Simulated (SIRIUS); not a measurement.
# W (Fm-3m) in SIRIUS: reference runs

How does W come out in PBE? The cell is run as given and disturbed, and energy against volume gives the equilibrium volume and stiffness.

All numbers are computed with SIRIUS 7.12.0; they aren't measurements. Logs are shortened: lines on timing, memory, paths and dates and some standing lists are left out, and cuts for length are marked. The log counts tension as positive stress, the text compression.

## (1) The structure

The structure is cubic, space group Fm-3m (No. 225). Conventional cell: a = 4.060 Å, b = 4.060 Å, c = 4.060 Å, α = 90.00°, β = 90.00°, γ = 90.00°. Around W (site symmetry m-3m) lie 12 W at 2.87 Å.

This isn't the form of W at room conditions, which is bcc.

## (2) Single point, PBE

sirius.json reads:

```json
{
  "control": {
    "processing_unit": "cpu",
    "std_evp_solver_name": "lapack",
    "gen_evp_solver_name": "lapack",
    "verbosity": 2,
    "print_forces": true,
    "ortho_rf": true,
    "use_second_variation": true,
    "rmt_max": 3.0,
    "num_bands_to_print": 22,
    "save_wf": true
  },
  "parameters": {
    "electronic_structure_method": "full_potential_lapwlo",
    "xc_functionals": ["XC_GGA_X_PBE", "XC_GGA_C_PBE"],
    "core_relativity": "dirac",
    "valence_relativity": "iora",
    "num_fv_states": 22,
    "smearing": "fermi_dirac",
    "smearing_width": 0.0018374661,
    "pw_cutoff": 20,
    "gk_cutoff": 3.52,
    "lmax_apw": 11,
    "lmax_rho": 8,
    "lmax_pot": 8,
    "num_mag_dims": 0,
    "auto_rmt": 0,
    "ngridk": [11, 11, 11],
    "shiftk": [0, 0, 0],
    "num_dft_iter": 80,
    "energy_tol": 1e-07,
    "density_tol": 1e-05,
    "use_symmetry": true
  },
  "settings": {"tol_ne": 1e-10},
  "iterative_solver": {"type": "exact"},
  "mixer": {"type": "anderson", "beta": 0.5, "max_history": 8},
  "unit_cell": {
    "lattice_vectors": [[0.0, 3.836144033, 3.836144033], [3.836144033, 0.0, 3.836144033], [3.836144033, 3.836144033, 0.0]],
    "atom_types": ["W"],
    "atom_files": {"W": "W.json"},
    "atoms": {"W": [[0.0, 0.0, 0.0]]}
  }
}
```

W.json reads:

```json
{
  "name": "tungsten",
  "symbol": "W",
  "number": 74,
  "mass": 183.84,
  "rmin": 1e-06,
  "rmt": 2.61,
  "nrmt": 800,
  "rinf": 14.93,
  "core": "1s2s2p3s3p3d4s4p4d",
  "valence": [
    {"basis": [{"enu": 0.24, "dme": 0, "n": 0, "auto": 0}, {"enu": 0.24, "dme": 1, "n": 0, "auto": 0}]},
    {"l": 0, "n": 1, "basis": [{"enu": 0.34, "dme": 0, "n": 0, "auto": 0}]},
    {"l": 1, "n": 2, "basis": [{"enu": 0.34, "dme": 0, "n": 0, "auto": 0}]},
    {"l": 2, "n": 3, "basis": [{"enu": 0.34, "dme": 0, "n": 0, "auto": 0}]},
    {"l": 3, "n": 4, "basis": [{"enu": 0.34, "dme": 0, "n": 0, "auto": 0}]},
    {"l": 4, "n": 5, "basis": [{"enu": 0.34, "dme": 0, "n": 0, "auto": 0}]}
  ],
  "lo": [
    {"l": 0, "basis": [{"enu": 0.34, "dme": 0, "n": 0, "auto": 0}, {"enu": 0.34, "dme": 1, "n": 0, "auto": 0}]},
    {
      "l": 0,
      "basis": [{"enu": -2.3875, "dme": 0, "n": 5, "auto": 1}, {"enu": -2.3875, "dme": 1, "n": 5, "auto": 1}]
    },
    {
      "l": 0,
      "basis": [{"enu": -2.3875, "dme": 1, "n": 5, "auto": 1}, {"enu": 0.34, "dme": 0, "n": 0, "auto": 0}]
    },
    {"l": 0, "basis": [{"enu": 0.34, "dme": 0, "n": 0, "auto": 0}, {"enu": 2.6888, "dme": 0, "n": 0, "auto": 0}]},
    {"l": 1, "basis": [{"enu": 0.34, "dme": 0, "n": 0, "auto": 0}, {"enu": 0.34, "dme": 1, "n": 0, "auto": 0}]},
    {
      "l": 1,
      "basis": [{"enu": -1.0774, "dme": 0, "n": 5, "auto": 1}, {"enu": -1.0774, "dme": 1, "n": 5, "auto": 1}]
    },
    {
      "l": 1,
      "basis": [{"enu": -1.0774, "dme": 1, "n": 5, "auto": 1}, {"enu": 0.34, "dme": 0, "n": 0, "auto": 0}]
    },
    {"l": 1, "basis": [{"enu": 0.34, "dme": 0, "n": 0, "auto": 0}, {"enu": 3.0411, "dme": 0, "n": 0, "auto": 0}]},
    {"l": 2, "basis": [{"enu": 0.34, "dme": 0, "n": 0, "auto": 0}, {"enu": 0.34, "dme": 1, "n": 0, "auto": 0}]},
    {"l": 2, "basis": [{"enu": 0.34, "dme": 1, "n": 0, "auto": 0}, {"enu": 0.34, "dme": 2, "n": 0, "auto": 0}]},
    {"l": 2, "basis": [{"enu": 0.34, "dme": 0, "n": 0, "auto": 0}, {"enu": 2.63, "dme": 0, "n": 0, "auto": 0}]},
    {"l": 3, "basis": [{"enu": 0.34, "dme": 0, "n": 0, "auto": 0}, {"enu": 0.34, "dme": 1, "n": 0, "auto": 0}]},
    {
      "l": 3,
      "basis": [{"enu": -0.7262, "dme": 0, "n": 4, "auto": 1}, {"enu": -0.7262, "dme": 1, "n": 4, "auto": 1}]
    },
    {
      "l": 3,
      "basis": [{"enu": -0.7262, "dme": 1, "n": 4, "auto": 1}, {"enu": 0.34, "dme": 0, "n": 0, "auto": 0}]
    },
    {"l": 3, "basis": [{"enu": 0.34, "dme": 0, "n": 0, "auto": 0}, {"enu": 3.7457, "dme": 0, "n": 0, "auto": 0}]},
    {"l": 4, "basis": [{"enu": 0.34, "dme": 0, "n": 0, "auto": 0}, {"enu": 0.34, "dme": 1, "n": 0, "auto": 0}]},
    {"l": 4, "basis": [{"enu": 0.34, "dme": 0, "n": 0, "auto": 0}, {"enu": 3.1585, "dme": 0, "n": 0, "auto": 0}]}
  ],
  "free_atom": [... radial grid and density of the free atom, the start of the SCF ...]
}
```

sirius_start.json reads:

```json
{
  "control": {
    "processing_unit": "cpu",
    "std_evp_solver_name": "lapack",
    "gen_evp_solver_name": "lapack",
    "verbosity": 1,
    "print_forces": false,
    "ortho_rf": true,
    "use_second_variation": true,
    "rmt_max": 3.0,
    "num_bands_to_print": 22,
    "save_wf": false
  },
  "parameters": {
    "electronic_structure_method": "full_potential_lapwlo",
    "xc_functionals": ["XC_LDA_X", "XC_LDA_C_PW"],
    "core_relativity": "dirac",
    "valence_relativity": "iora",
    "num_fv_states": 22,
    "smearing": "fermi_dirac",
    "smearing_width": 0.0055123983,
    "pw_cutoff": 20,
    "gk_cutoff": 2.82,
    "lmax_apw": 11,
    "lmax_rho": 8,
    "lmax_pot": 8,
    "num_mag_dims": 0,
    "auto_rmt": 0,
    "ngridk": [4, 4, 4],
    "shiftk": [0, 0, 0],
    "num_dft_iter": 30,
    "energy_tol": 0.01,
    "density_tol": 0.05,
    "use_symmetry": true
  },
  "settings": {"tol_ne": 1e-10},
  "iterative_solver": {"type": "exact"},
  "mixer": {"type": "anderson", "beta": 0.5, "max_history": 8},
  "unit_cell": {
    "lattice_vectors": [[0.0, 3.836144033, 3.836144033], [3.836144033, 0.0, 3.836144033], [3.836144033, 3.836144033, 0.0]],
    "atom_types": ["W"],
    "atom_files": {"W": "W.json"},
    "atoms": {"W": [[0.0, 0.0, 0.0]]}
  }
}
```

Potentials or basis: all-electron FP-LAPW, apw+lo standard.

Run with:

```
$ OMP_NUM_THREADS=1 sirius.scf --input=sirius_start.json --output=start.json
$ OMP_NUM_THREADS=1 sirius.scf --input=sirius.json --output=output.json --task=1
```

The program printed:

```text
[info] SIRIUS version : 7.12.0
[info] number of MPI ranks           : 1
[info] MPI grid                      : 1 1
[info] maximum number of OMP threads : 1
[fft] FFT context for density and potential
[fft] =====================================
[fft]   plane wave cutoff                     : 20
[fft]   grid size                             : 40 40 40   total : 64000
[fft]   grid limits                           : -19 20   -19 20   -19 20
[fft]   number of G-vectors within the cutoff : 15353
[fft]   number of G-shells                    : 444
[fft] FFT context for coarse grid
[fft] =====================================
[fft]   plane wave cutoff                     : 7.04
[fft]   grid size                             : 15 15 15   total : 3375
[fft]   grid limits                           : -7 7   -7 7   -7 7
[fft]   number of G-vectors within the cutoff : 645
[fft]   number of G-shells                    : 32
[unit cell] lattice vectors
[unit cell]   a1 :       0.0000000000      3.8361440330      3.8361440330
[unit cell]   a2 :       3.8361440330      0.0000000000      3.8361440330
[unit cell]   a3 :       3.8361440330      3.8361440330      0.0000000000
[unit cell] reciprocal lattice vectors
[unit cell]   b1 :      -0.8189454375      0.8189454375      0.8189454375
[unit cell]   b2 :       0.8189454375     -0.8189454375      0.8189454375
[unit cell]   b3 :       0.8189454375      0.8189454375     -0.8189454375
[unit cell] unit cell volume :       112.90539917 [a.u.^3]
[unit cell] 1/sqrt(omega)    :         0.09411149
[unit cell] MT volume        :        74.47493474 (65.96%)
[unit cell] IT volume        :        38.43046444 (34.04%)
[unit cell] number of atom types : 1
[unit cell] type id : 0 symbol :  W mt_radius :   2.610000 num_atoms : 1
[unit cell] total number of atoms : 1
[... 330 lines left out ...]
[diagonalize] ik:    4   -2.260051   -0.960697   -0.931940   -0.931940   -0.580734   -0.580141   -0.580141   -0.579576   -0.579576   -0.578943   -0.578664    0.233767    0.414345    0.424995    0.424995    0.586137    0.586137    0.856178    0.973528    1.197797    1.197797    1.340744
[diagonalize] ...
[diagonalize] ik:   51   -2.258259   -0.960508   -0.947231   -0.941223   -0.580134   -0.579983   -0.579962   -0.579861   -0.579837   -0.579625   -0.578508    0.277712    0.312058    0.455073    0.548451    0.639623    0.762384    0.778589    0.901687    0.981755    1.266480    1.367589
[diagonalize] ik:   52   -2.258825   -0.957871   -0.945926   -0.937818   -0.580314   -0.580044   -0.580002   -0.579820   -0.579720   -0.579389   -0.578652    0.308018    0.340425    0.373737    0.519821    0.579742    0.700499    0.871310    0.955548    1.051718    1.238361    1.259369
[diagonalize] ik:   53   -2.258490   -0.957329   -0.949531   -0.939347   -0.580229   -0.580102   -0.579978   -0.579897   -0.579744   -0.579478   -0.578567    0.320361    0.343905    0.378357    0.501127    0.609883    0.740960    0.818035    0.943174    1.028060    1.211127    1.324972
[diagonalize] ik:   54   -2.258310   -0.958303   -0.948458   -0.941741   -0.580127   -0.580016   -0.579922   -0.579847   -0.579843   -0.579693   -0.578526    0.296301    0.331168    0.411837    0.519677    0.638945    0.757616    0.831607    0.870103    1.001409    1.295222    1.318649
[diagonalize] ik:   55   -2.258281   -0.954804   -0.952673   -0.941534   -0.580053   -0.580002   -0.579954   -0.579953   -0.579837   -0.579663   -0.578508    0.309693    0.353012    0.386349    0.495226    0.639115    0.771566    0.830644    0.871387    1.002312    1.282648    1.327076
[generate_core_charge_density] atom class : 0
[generate_core_charge_density]   n,l,k : 1 0 1  energy :       -2549.84110259
[generate_core_charge_density]   n,l,k : 2 0 1  energy :        -439.27708882
[generate_core_charge_density]   n,l,k : 2 1 1  energy :        -419.99889190
[generate_core_charge_density]   n,l,k : 2 1 2  energy :        -370.27750504
[generate_core_charge_density]   n,l,k : 3 0 1  energy :        -100.67469883
[generate_core_charge_density]   n,l,k : 3 1 1  energy :         -92.09922696
[generate_core_charge_density]   n,l,k : 3 1 2  energy :         -81.34676508
[generate_core_charge_density]   n,l,k : 3 2 2  energy :         -66.92914053
[generate_core_charge_density]   n,l,k : 3 2 3  energy :         -64.59105596
[generate_core_charge_density]   n,l,k : 4 0 1  energy :         -20.26429816
[generate_core_charge_density]   n,l,k : 4 1 1  energy :         -16.70893530
[generate_core_charge_density]   n,l,k : 4 1 2  energy :         -14.21726187
[generate_core_charge_density]   n,l,k : 4 2 2  energy :          -8.38344955
[generate_core_charge_density]   n,l,k : 4 2 3  energy :          -7.92436075
[find] Total energy                   :  -16166.12114150 (Ha),  -32332.24228301 (Ry)
[find] iteration : 1, RMS (target) : 2.7036e-01 (1.0000e-05) , energy difference (target) : 8.6328e-05 (1.0000e-07)
[find] Total energy                   :  -16166.12114802 (Ha),  -32332.24229603 (Ry)
[... 17 lines left out ...]
[find] valence_eval_sum               :     -15.87104639
[find] core_eval_sum                  :   -9876.71609738
[find] kinetic energy                 :   18214.14653700
[find] enuc                           :  -20214.38376635
[find] <rho|V^{XC}>                   :    -425.69823337
[find] <rho|E^{XC}>                   :    -325.36618280
[find] <mag|B^{XC}>                   :       0.00000000
[find] <rho|V^{H}>                    :  -27681.03544740
[find] smearing (-TS)                 :      -0.00031891
[find] SCF correction                 :      -0.00000256
[find] Total energy                   :  -16166.12113841 (Ha),  -32332.24227681 (Ry)
[find] Free energy (E-TS)             :  -16166.12145731 (Ha),  -32332.24291463 (Ry)
[find] band gap (eV)                  :       0.00000000
[find] Efermi                         :       0.45701100
[find] iteration : 6, RMS (target) : 1.0321e-06 (1.0000e-05) , energy difference (target) : -6.4465e-09 (1.0000e-07)
[find] converged after 7 SCF iterations!
[find] Charges and magnetic moments
[find] --------------------------------------------------------------------------------
[find] atom      charge    core leakage
[find] --------------------------------------------------------------------------------
[find]    0   72.400433    3.924203e-07
[find] total core leakage    : 3.92420297e-07
[find] interstitial charge   : 1.599564
[find] total charge          : 73.999996
[find] Energy
[find] --------------------------------------------------------------------------------
[find] valence_eval_sum               :     -15.87104639
[find] core_eval_sum                  :   -9876.71609738
[find] kinetic energy                 :   18214.14653700
[find] enuc                           :  -20214.38376635
[find] <rho|V^{XC}>                   :    -425.69823337
[find] <rho|E^{XC}>                   :    -325.36618280
[find] <mag|B^{XC}>                   :       0.00000000
[find] <rho|V^{H}>                    :  -27681.03544740
[find] smearing (-TS)                 :      -0.00031891
[find] SCF correction                 :      -0.00000256
[find] Total energy                   :  -16166.12113841 (Ha),  -32332.24227681 (Ry)
[find] Free energy (E-TS)             :  -16166.12145731 (Ha),  -32332.24291463 (Ry)
[find] band gap (eV)                  :       0.00000000
[find] Efermi                         :       0.45701100
[ground_state]
[ground_state] ==== total Forces in Ha/bohr =====
[ground_state] atom:    0, force:       0.0000000      0.0000000      0.0000000
[ground_state] ==== contribution from density =====
[ground_state] atom:    0, force:       0.0000000      0.0000000      0.0000000
[ground_state] ==== contribution from Hartree potential =====
[ground_state] atom:    0, force:       0.0000000      0.0000000      0.0000000
[ground_state] ==== contribution from IBS =====
[ground_state] atom:    0, force:       0.0000000      0.0000000      0.0000000
```

It took 34 s on 1 thread of Arm Neoverse V2, shared host; peak memory 0.34 GiB.

What came out:

* Free energy: -439902.5751 eV
* Band gap on the k mesh: none (metal or under the smearing width)
* All electrons inside the program's atomic spheres: W 72.40 (radii W 2.61 bohr)

Levels at points of the mesh, in eV from the Fermi level:
```tsv
k point	band 11	band 12	band 13	band 14	band 15	band 16	band 17	band 18
(0.00, 0.00, 0.00)	-27.83	-8.90	-0.55	-0.55	-0.55	2.50	2.50	12.73
```

Spin-orbit coupling is left out, which matters for the levels of W.

## (3) Equation of state, PBE, 15.73 Å³/atom (volume scaled by 0.94)

Edit sirius.json of step 2 so:

```diff
@@ -6,3 +6,3 @@
     "verbosity": 2,
-    "print_forces": true,
+    "print_forces": false,
     "ortho_rf": true,
@@ -39,3 +39,3 @@
   "unit_cell": {
-    "lattice_vectors": [[0.0, 3.836144033, 3.836144033], [3.836144033, 0.0, 3.836144033], [3.836144033, 3.836144033, 0.0]],
+    "lattice_vectors": [[0.0, 3.7578334058, 3.7578334058], [3.7578334058, 0.0, 3.7578334058], [3.7578334058, 3.7578334058, 0.0]],
     "atom_types": ["W"],
```

W.json reads:

```json
{
  "name": "tungsten",
  "symbol": "W",
  "number": 74,
  "mass": 183.84,
  "rmin": 1e-06,
  "rmt": 2.61,
  "nrmt": 800,
  "rinf": 14.93,
  "core": "1s2s2p3s3p3d4s4p4d",
  "valence": [
    {"basis": [{"enu": 0.27, "dme": 0, "n": 0, "auto": 0}, {"enu": 0.27, "dme": 1, "n": 0, "auto": 0}]},
    {"l": 0, "n": 1, "basis": [{"enu": 0.37, "dme": 0, "n": 0, "auto": 0}]},
    {"l": 1, "n": 2, "basis": [{"enu": 0.37, "dme": 0, "n": 0, "auto": 0}]},
    {"l": 2, "n": 3, "basis": [{"enu": 0.37, "dme": 0, "n": 0, "auto": 0}]},
    {"l": 3, "n": 4, "basis": [{"enu": 0.37, "dme": 0, "n": 0, "auto": 0}]},
    {"l": 4, "n": 5, "basis": [{"enu": 0.37, "dme": 0, "n": 0, "auto": 0}]}
  ],
  "lo": [
    {"l": 0, "basis": [{"enu": 0.37, "dme": 0, "n": 0, "auto": 0}, {"enu": 0.37, "dme": 1, "n": 0, "auto": 0}]},
    {
      "l": 0,
      "basis": [{"enu": -2.3575, "dme": 0, "n": 5, "auto": 1}, {"enu": -2.3575, "dme": 1, "n": 5, "auto": 1}]
    },
    {
      "l": 0,
      "basis": [{"enu": -2.3575, "dme": 1, "n": 5, "auto": 1}, {"enu": 0.37, "dme": 0, "n": 0, "auto": 0}]
    },
    {"l": 0, "basis": [{"enu": 0.37, "dme": 0, "n": 0, "auto": 0}, {"enu": 2.7188, "dme": 0, "n": 0, "auto": 0}]},
    {"l": 1, "basis": [{"enu": 0.37, "dme": 0, "n": 0, "auto": 0}, {"enu": 0.37, "dme": 1, "n": 0, "auto": 0}]},
    {
      "l": 1,
      "basis": [{"enu": -1.0474, "dme": 0, "n": 5, "auto": 1}, {"enu": -1.0474, "dme": 1, "n": 5, "auto": 1}]
    },
    {
      "l": 1,
      "basis": [{"enu": -1.0474, "dme": 1, "n": 5, "auto": 1}, {"enu": 0.37, "dme": 0, "n": 0, "auto": 0}]
    },
    {"l": 1, "basis": [{"enu": 0.37, "dme": 0, "n": 0, "auto": 0}, {"enu": 3.0711, "dme": 0, "n": 0, "auto": 0}]},
    {"l": 2, "basis": [{"enu": 0.37, "dme": 0, "n": 0, "auto": 0}, {"enu": 0.37, "dme": 1, "n": 0, "auto": 0}]},
    {"l": 2, "basis": [{"enu": 0.37, "dme": 1, "n": 0, "auto": 0}, {"enu": 0.37, "dme": 2, "n": 0, "auto": 0}]},
    {"l": 2, "basis": [{"enu": 0.37, "dme": 0, "n": 0, "auto": 0}, {"enu": 2.66, "dme": 0, "n": 0, "auto": 0}]},
    {"l": 3, "basis": [{"enu": 0.37, "dme": 0, "n": 0, "auto": 0}, {"enu": 0.37, "dme": 1, "n": 0, "auto": 0}]},
    {
      "l": 3,
      "basis": [{"enu": -0.6962, "dme": 0, "n": 4, "auto": 1}, {"enu": -0.6962, "dme": 1, "n": 4, "auto": 1}]
    },
    {
      "l": 3,
      "basis": [{"enu": -0.6962, "dme": 1, "n": 4, "auto": 1}, {"enu": 0.37, "dme": 0, "n": 0, "auto": 0}]
    },
    {"l": 3, "basis": [{"enu": 0.37, "dme": 0, "n": 0, "auto": 0}, {"enu": 3.7757, "dme": 0, "n": 0, "auto": 0}]},
    {"l": 4, "basis": [{"enu": 0.37, "dme": 0, "n": 0, "auto": 0}, {"enu": 0.37, "dme": 1, "n": 0, "auto": 0}]},
    {"l": 4, "basis": [{"enu": 0.37, "dme": 0, "n": 0, "auto": 0}, {"enu": 3.1885, "dme": 0, "n": 0, "auto": 0}]}
  ],
  "free_atom": [... radial grid and density of the free atom, the start of the SCF ...]
}
```

Edit sirius_start.json of step 2 so:

```diff
@@ -39,3 +39,3 @@
   "unit_cell": {
-    "lattice_vectors": [[0.0, 3.836144033, 3.836144033], [3.836144033, 0.0, 3.836144033], [3.836144033, 3.836144033, 0.0]],
+    "lattice_vectors": [[0.0, 3.7578334058, 3.7578334058], [3.7578334058, 0.0, 3.7578334058], [3.7578334058, 3.7578334058, 0.0]],
     "atom_types": ["W"],
```

Potentials or basis: all-electron FP-LAPW, apw+lo standard.

Run with:

```
$ OMP_NUM_THREADS=1 sirius.scf --input=sirius_start.json --output=start.json
$ OMP_NUM_THREADS=1 sirius.scf --input=sirius.json --output=output.json --task=1
```

Run time: 33 s. Hardware: 1 thread of Arm Neoverse V2, shared host; peak memory 0.33 GiB.

It converged, with:

```yaml
Free_energy: -439902.5481 eV
Band_gap_on_the_k_mesh: none (metal or under the smearing width)
All_electrons_inside_the_program's_atomic_spheres: W 72.58 (radii W 2.61 bohr)
```

(Continued in part 2 of 3.)
